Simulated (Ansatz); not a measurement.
LiF (Fm-3m) at 2 levels of theory

One geometry, relaxed with PBE; plane waves with PAW potentials in Ansatz, scalar-relativistic. No spin polarisation. Gaps are the least over mesh and band path; pressure is positive in compression, and isn't given for hybrids.

```cif
data_structure
_symmetry_space_group_name_H-M 'Fm-3m'
_symmetry_Int_Tables_number 225
_cell_length_a 4.0680
_cell_length_b 4.0680
_cell_length_c 4.0680
_cell_angle_alpha 90.000
_cell_angle_beta 90.000
_cell_angle_gamma 90.000
_cell_volume 67.32
loop_
_atom_site_label
_atom_site_type_symbol
_atom_site_symmetry_multiplicity
_atom_site_Wyckoff_symbol
_atom_site_fract_x
_atom_site_fract_y
_atom_site_fract_z
_atom_site_occupancy
Li1 Li 4 a 0.00000 0.00000 0.00000 1
F1 F 4 b 0.50000 0.00000 0.00000 1
```

| level | cutoff (eV) | k mesh | gap (eV) | pressure (GPa) |
| --- | --- | --- | --- | --- |
| PBE | 420 | 10×10×10 | 8.83 | 0.0 |

Problem. What comes out on the same cell with HSE06?

Solution.
```json
{"level": "HSE06", "cutoff (eV)": "420", "k mesh": "8×8×8", "gap (eV)": "11.12", "pressure (GPa)": "-"}
```

The cell was reached from a generator's guess, though it ends in a space group that the Crystallography Open Database lists for this formula.
